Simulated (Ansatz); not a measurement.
CsCl:
Space group Pm-3m (No. 221); a = b = c = 4.140 Å, α = β = γ = 90.00°

| atom | site | symmetry | x | y | z |
|---|---|---|---|---|---|
| Cs | 1a | m-3m | 0.0000 | 0.0000 | 0.0000 |
| Cl | 1b | m-3m | 0.5000 | 0.5000 | 0.5000 |

This is the r²SCAN-relaxed structure.

Q: All from r²SCAN in the plane-wave PAW code Ansatz, unless another level is named. Predict the formation energy from the elements (no fitted shifts).

A: -2193 meV/atom.

Q: Predict the band gap.

A: 5.91 eV (direct).

Q: What about the hole effective mass, band 3 of 3 at the edge?

A: 0.64 along [100], 0.69 along [110], 0.70 along [111] (mₑ).

Q: Give the weight of the valence-edge state by species (Voronoi cells).

A: Cl 95 %, Cs 5 %.

The r²SCAN relaxation kept the symmetry of its start. The references are the lowest solids computed at this level, not always the standard phases (solids in place of the gases). Spin–orbit coupling is left out wherever it is not named.

Potentials: the later of the program's two PAW sets.
